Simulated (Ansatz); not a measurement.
Barrier of one jump, Na in NaH

All numbers below come from Ansatz 0.2.0, DFT PBE, scalar-relativistic, plane waves, PAW. Settings: 420 eV cutoff, 2×2×2 k-mesh, Gaussian smearing of 0.02 eV, no spin polarisation.

In a supercell of 16 host sites with charge +1, interstitial Na hops to an equivalent place, moving 2.42 Å between the relaxed ends. Climbing-image nudged elastic band at fixed cell with images 0 (start) to 6 (end), the path measured over all atoms, converged to 0.05 eV/Å; the order of the saddle wasn't checked, and the small cell leaves errors of about a tenth of an eV.

Command:

```bash
ansatz run input.yaml --threads 4 --pin off --max-ram 8192MiB --backend cpu --events-out ev --progress --plain --runs-dir out
```

Input:

```yaml
crystal:
  lattice:
    - [4.8309073839, -4.8309073839, 0.0]
    - [4.8309073839, 0.0, 4.8309073839]
    - [0.0, -4.8309073839, 4.8309073839]
  atoms:
    - { symbol: Na, position: [0.0188341863, 0.5188015769, 1.018956456] }
    - { symbol: Na, position: [0.0188595131, 0.5188270713, 0.444010683] }
    - { symbol: Na, position: [0.0187706583, -0.055877643, 1.0188925461] }
    - { symbol: Na, position: [0.0007582805, -9.50927e-05, 0.4999969714] }
    - { symbol: Na, position: [0.4441218317, 0.5187489031, 1.0189037152] }
    - { symbol: Na, position: [0.4999340548, 0.5007181183, 0.5000030286] }
    - { symbol: Na, position: [0.4998930202, -0.0001295548, 1.0009555451] }
    - { symbol: Na, position: [0.499910205, -0.0001138857, 0.4999560497] }
    - { symbol: H, position: [0.2494816396, 0.7494619385, 0.7521776571] }
    - { symbol: H, position: [0.2494967993, 0.749477765, 0.2495546718] }
    - { symbol: H, position: [0.2507591557, 0.2499701924, 0.749955483] }
    - { symbol: H, position: [0.2495467862, 0.2519240829, 0.2495952524] }
    - { symbol: H, position: [0.7499641655, 0.7507889271, 0.749943785] }
    - { symbol: H, position: [0.751968609, 0.7495193697, 0.2495868943] }
    - { symbol: H, position: [0.7500358345, 0.2500298076, 0.7500059499] }
    - { symbol: H, position: [0.7500607655, 0.2500557329, 0.2504942695] }
    - { symbol: Na, position: [0.8752879163, 0.3753179847, 0.8749643257] }
total_charge: 1
basis:
  ecutwfc: 420
  xc_grid: 2
kpoints:
  mp_grid: { grid: [2, 2, 2], shift: [0.0, 0.0, 0.0] }
hamiltonian:
  xc: pbe
scf:
  occupations: { method: gaussian, width: 0.02 }
output:
  forces: true
neb:
  images: 5
  f_tol: 0.05
  max_iterations: 70
  order_check: false
  final_atoms:
    - { symbol: Na, position: [9.50927e-05, 0.5006601592, 0.9992417195] }
    - { symbol: Na, position: [0.0001295548, 0.5007190105, 0.5001069798] }
    - { symbol: Na, position: [0.055877643, -0.0182144385, 0.9812293417] }
    - { symbol: Na, position: [0.0001138857, -0.0002476311, 0.500089795] }
    - { symbol: Na, position: [0.4811984231, 0.5565922192, 0.9811658137] }
    - { symbol: Na, position: [0.4992818817, 0.5006552017, 0.5000659452] }
    - { symbol: Na, position: [0.4811729287, -0.0183027325, 0.9811404869] }
    - { symbol: Na, position: [0.4812510969, -0.01822555, 0.5558781683] }
    - { symbol: H, position: [0.2505380615, 0.7511212352, 0.7505183604] }
    - { symbol: H, position: [0.2504806303, 0.7510748731, 0.248031391] }
    - { symbol: H, position: [0.250522235, 0.2485292361, 0.7505032007] }
    - { symbol: H, position: [0.2492110729, 0.2506968776, 0.2500358345] }
    - { symbol: H, position: [0.7480759171, 0.7510661214, 0.7504532138] }
    - { symbol: H, position: [0.7499701924, 0.7500715921, 0.2499641655] }
    - { symbol: H, position: [0.7500298076, 0.2506848311, 0.7492408443] }
    - { symbol: H, position: [0.7499442671, 0.2506107679, 0.2499392345] }
    - { symbol: Na, position: [0.6246820153, 0.1255702266, 1.1247120837] }
```

Course of the band:

```tsv
iteration	largest band force (eV/Å)	climbing image	energies over image 0 (eV)
1	1.600	none	0.000 0.361 1.136 1.553 1.137 0.361 0.000
2	1.064	none	0.000 0.191 0.479 0.713 0.480 0.191 0.000
3	0.410	3	0.000 0.202 0.382 0.461 0.382 0.203 0.000
4	0.132	3	0.000 0.063 0.200 0.300 0.200 0.063 0.000
5	0.041	3	0.000 0.051 0.187 0.291 0.188 0.052 0.000
```

Final band:

| image | path (Å) | E − E(0) (eV) | Na x (Å) | Na y (Å) | Na z (Å) | force on Na (eV/Å) |
| --- | --- | --- | --- | --- | --- | --- |
| 0 | 0.00 | 0.000 | 6.042 | -8.455 | 6.040 | 0.00 |
| 1 | 0.53 | 0.051 | 5.709 | -8.455 | 6.040 | 0.16 |
| 2 | 1.07 | 0.187 | 5.318 | -8.454 | 6.040 | 0.27 |
| 3 | 1.60 | 0.291 | 4.833 | -8.454 | 6.040 | 0.00 |
| 4 | 2.13 | 0.188 | 4.348 | -8.453 | 6.040 | 0.27 |
| 5 | 2.67 | 0.052 | 3.956 | -8.452 | 6.040 | 0.16 |
| 6 | 3.20 | 0.000 | 3.624 | -8.451 | 6.040 | 0.00 |

Barrier 0.29 eV. The run took 33 s on 4 threads of Intel(R) Xeon(R) Platinum 8488C (Sapphire Rapids), with other jobs on the host, peak memory 1.1 GiB.